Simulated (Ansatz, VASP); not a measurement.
**Two plane-wave programs on NiSb (Breithauptite)**

INCAR

```
SYSTEM = NiSb
PREC = Accurate
ENCUT = 600
EDIFF = 1E-6
ISMEAR = 0
SIGMA = 0.05
LREAL = .FALSE.
LASPH = .TRUE.
NELM = 100
ALGO = Normal
ISIF = 4
LWAVE = .FALSE.
LCHARG = .FALSE.
GGA = PE
IBRION = 2
NSW = 60
EDIFFG = -0.01
```

File KPOINTS:

```
Automatic mesh
0
G
  12 12 8
  0 0 0
```

Contents of POSCAR:

```
NiSb
1.0
    3.9280000000      0.0000000000      0.0000000000
   -1.9640000000      3.4017477861      0.0000000000
    0.0000000000      0.0000000000      5.1200000000
Ni Sb
2 2
Direct
    0.0000000000      0.0000000000      0.0000000000
    0.0000000000      0.0000000000      0.5000000000
    0.3333333333      0.6666666667      0.2500000000
    0.6666666667      0.3333333333      0.7500000000
```

Input for Ansatz:

```yaml
crystal:
  lattice:
    - [3.928, 0.0, 0.0]
    - [-1.964, 3.4017477861, 0.0]
    - [0.0, 0.0, 5.12]
  atoms:
    - { symbol: Ni, position: [0.0, 0.0, 0.0] }
    - { symbol: Ni, position: [0.0, 0.0, 0.5] }
    - { symbol: Sb, position: [0.3333333333, 0.6666666667, 0.25] }
    - { symbol: Sb, position: [0.6666666667, 0.3333333333, 0.75] }
basis:
  ecutwfc: 420
  ecutrho_ratio: 4
kpoints:
  mp_grid: { grid: [12, 12, 8] }
hamiltonian:
  xc: pbe
scf:
  occupations: { method: gaussian, width: 0.05 }
output:
  forces: true
  stress: true
  eigenvalues: true
relax:
  f_tol: 0.01
  max_steps: 40
  cell: { stress_tol: 0.1, fix: [volume] }
```

Alike in both runs: task relaxation of shape and atoms at fixed volume; functional PBE; k mesh 12 × 12 × 8; occupations gaussian, width 0.05 eV; no spin polarisation.

```csv
,VASP,Ansatz
version,VASP 6.6.1,Ansatz 0.2.0
potentials or method,"VASP PAW PBE potentials, release 64 (Ni, Sb)","scalar-relativistic, plane waves, PAW"
plane-wave cutoff (eV),600,420
valence electrons in the cell,30,66
```

```tsv
	VASP	Ansatz	Ansatz less VASP
gap on the k mesh at the Fermi level, each at its own relaxed structure (eV)	none	none	-
relaxed volume (Å³/atom)	17.10	17.10	0.000
relaxed cell length with the largest relative difference (Å)	5.113	5.109	-0.0039
```

A gap of «none» marks a metal or a gap that the smearing closes. The two sets of potentials don't hold the same shells in valence.

Spin-orbit coupling is left out, which matters for the levels of Sb. Spin polarisation is off, so any magnetic state and its effect on volume and gap are missing.
